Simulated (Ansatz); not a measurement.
Trial structure of Zr3Si, not yet relaxed:

```
Zr Si
1.0
     2.53041    1.46093    2.96390
    -2.53041    1.46093    2.96390
     0.00000   -2.92187    2.96390
Zr Si
3 1
Direct
  0.50000 0.50000 0.00000
  0.00000 0.50000 0.50000
  0.50000 0.00000 0.50000
  0.00000 0.00000 0.00000
```

All numbers below come from DFT PBE, scalar-relativistic, plane waves, PAW (Ansatz). Settings: cutoff 420 eV, Γ-centred mesh 6×6×6 on the computed 4-atom cell, Gaussian smearing of 0.10 eV; no spin polarisation.

The zero of energy is the elements' standard structures at the same level; no fitted shifts are applied.

Task: Estimate its pressure, forces and energy as it stands.

Result: The pressure is 49.4 GPa (the mean over three directions, positive in compression), the largest force is 0.00 eV/Å (symmetry fixes the atoms), and the energy is +1.00 eV/atom against the elements. The shortest distance is 2.53 Å.

Task: Is it a good guess?

Result: A poor one: relaxing gains about 1.4 eV/atom (the start's value is from the coarse mesh, so the gain is rough) in 14 ionic steps and ends at −0.37 eV/atom on the finer mesh. The symmetry goes from R-3m (No. 166) to Pm-3m (No. 221). The end has the Cu3Au (L1_2) type. The volume per atom grows by 21.7 %, from 16.4 to 20.0 Å³. The shortest distance goes from 2.53 Å (Zr–Si and Zr–Zr) to 3.05 Å (Zr–Si and Zr–Zr). Conventional cell: a = 4.308 Å. Around Zr lie 4 Si at 3.05 Å and 8 Zr at 3.05 Å; Si has 12 Zr at 3.05 Å.

The last run used a 12×12×12 mesh for its 4-atom cell and Gaussian smearing of 0.10 eV. The relaxation can't lower the symmetry of the start, and the grade says only how near the guess is to its own end. A structure relaxed within its symmetry needn't be a true minimum.
